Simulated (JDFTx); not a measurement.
# Nd under changes of volume

One of the cells (35.352 Å³/atom); the others are scaled copies at fixed shape and fractional positions:

```
Nd
1.0
     0.00000    2.60492    2.60492
     2.60492    0.00000    2.60492
     2.60492    2.60492    0.00000
Nd
1
Direct
  0.00000 0.00000 0.00000
```

This isn't the form of Nd at room conditions, which is double hcp.

| Quantity | Value |
| --- | --- |
| Program | JDFTx 1.7.0 (patched build) |
| Functional | PBE |
| Potentials or basis | PseudoDojo-SR-PBE-0.4 3+ lanthanide files with smoothed tails |
| Cutoff | 680 eV |
| Density cutoff | 2721 eV |
| k mesh | 9 × 9 × 9 |
| Occupations | fermi-dirac, width 0.05 eV |
| Spin | no spin polarisation |

```csv
volume (Å³/atom),energy over the lowest point (meV/atom),pressure (GPa)
33.231,13.76,2.3
33.938,5.64,1.4
34.645,?,?
35.352,0.00,-0.1
36.059,1.88,-0.7
36.766,6.54,-1.3
37.473,13.72,-1.9
```

What does the run at 34.645 Å³/atom give?

Energy over the lowest point 1.16 meV/atom; pressure 0.7 GPa.

Worked out: A Birch-Murnaghan fit of order 3 (a polynomial in V^(-2/3)) to the other rows has its minimum at 35.26 Å³/atom with B0 = V·E''(V) = 35 GPa and B' = 3.5. It gives 1.16 meV/atom at 34.645 Å³/atom, against the run's 1.16, and -dE/dV = 0.6 GPa, against 0.7.

Energies are extrapolated to zero smearing.
